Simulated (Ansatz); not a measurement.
Y:

```
Y
1.0
     0.00000    2.55199    2.55199
     2.55199    0.00000    2.55199
     2.55199    2.55199    0.00000
Y
1
Direct
  0.00000 0.00000 0.00000
```

This isn't the form of Y at room conditions, which is hcp.

Program: Ansatz 0.2.0. Alike in all runs: potentials or basis all-electron LAPW, scalar-relativistic; no spin polarisation; cell as given; k mesh 9 × 9 × 9; cutoff (eV) 129; basis error allowed 0.001 eV/atom.

**Question.** Order these runs on this cell by their pressure, lowest first.
A. level LDA; smearing gaussian 0.1 eV
B. level LDA+U; U Y d U = 4 eV; smearing fermi-dirac 0.05 eV
C. level LDA+U; U Y d U = 6 eV; smearing fermi-dirac 0.05 eV
D. level LDA+U; U Y d U = 5 eV; smearing fermi-dirac 0.05 eV
E. level LDA+U; U Y d U = 2 eV; smearing fermi-dirac 0.05 eV

**Answer.** A (-4.4 GPa), E (-1.6 GPa), B (2.4 GPa), D (4.4 GPa), C (6.6 GPa).

Caveats: U is the effective U less J, on atomic orbitals that reach past the spheres (some runs); U without spin polarisation on a metal has little footing (some runs); the U is typed as a test and isn't derived for this compound (some runs).

Not every run made on this cell is shown here.
